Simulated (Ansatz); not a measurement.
**MgI2 (fluorite): G0W0 against its settings**

MgI2 (fluorite), relaxed with r2SCAN; one-shot G0W0 in Ansatz without spin-orbit coupling. The cell comes from a prototype generator: it can be a known phase or a hypothetical one. Spin polarisation is off.

```yaml
crystal:
  lattice:
    - [0.00000, 3.75572, 3.75572]
    - [3.75572, 0.00000, 3.75572]
    - [3.75572, 3.75572, 0.00000]
  atoms:
    - { symbol: Mg, position: [0.00000, 0.00000, 0.00000] }
    - { symbol: I, position: [0.25000, 0.25000, 0.25000] }
    - { symbol: I, position: [0.75000, 0.75000, 0.75000] }
```

Gaps are read over the mesh points alone. G0W0 values are finite-basis, finite-mesh values.

| start | potentials | frequency model | mesh | empty bands | screening cutoff (eV) | Kohn-Sham gap (eV) | G0W0 gap (eV) |
| --- | --- | --- | --- | --- | --- | --- | --- |
| PBE | PAW | contour deformation | 4×4×4 | 240 | 100 | 0.61 | 1.63 |
| PBE | PAW | contour deformation | 4×4×4 | 581 | 180 | 0.61 | 1.76 |
| PBE | PAW | contour deformation | 4×4×4 | 1127 | 260 | 0.61 | 1.79 |
| HSE06 | PAW | contour deformation | 4×4×4 | 581 | 180 | 1.43 | 2.22 |
| r2SCAN | PAW | contour deformation | 4×4×4 | 581 | 180 | 1.34 | 2.15 |
| PBE0 | PAW | contour deformation | 4×4×4 | 581 | 180 | 2.08 | 2.44 |
| PBE | PAW | Godby-Needs pole | 4×4×4 | 581 | 180 | 0.61 | 1.74 |
| PBE | PAW | contour deformation | 6×6×6 | 172 | 80 | 0.61 | 1.58 |
| PBE | norm-conserving | contour deformation | 4×4×4 | 581 | 180 | 0.59 | 1.60 |

Over the mesh points the PBE gap of 0.61 eV becomes a quasiparticle gap of 1.79 eV (X to Γ), a change of +1.18 eV. Renormalisation factors Z lie between 0.71 and 0.78.

Raising bands and cutoff together moves the gap by +0.13 eV (100 to 180 eV), then +0.03 eV (180 to 260 eV); the last step is small, which bounds nothing strictly. Starting from HSE06 (1.43 eV against PBE's 0.61 eV) gives 2.22 eV, +0.46 eV from G0W0@PBE at the same screening cutoff. Starting from r2SCAN (1.34 eV against PBE's 0.61 eV) gives 2.15 eV, +0.39 eV from G0W0@PBE at the same screening cutoff. Starting from PBE0 (2.08 eV against PBE's 0.61 eV) gives 2.44 eV, +0.68 eV from G0W0@PBE at the same screening cutoff. The Godby-Needs plasmon pole differs from contour deformation by -0.02 eV. Norm-conserving potentials (wave cutoff 1143 eV against 420 eV) shift the quasiparticle gap by -0.16 eV and the PBE gap by -0.02 eV. r2SCAN runs take a wave cutoff of 500 eV.

The program warns that the k mesh is coarse for exact exchange in some of these runs, so their gaps aren't converged.
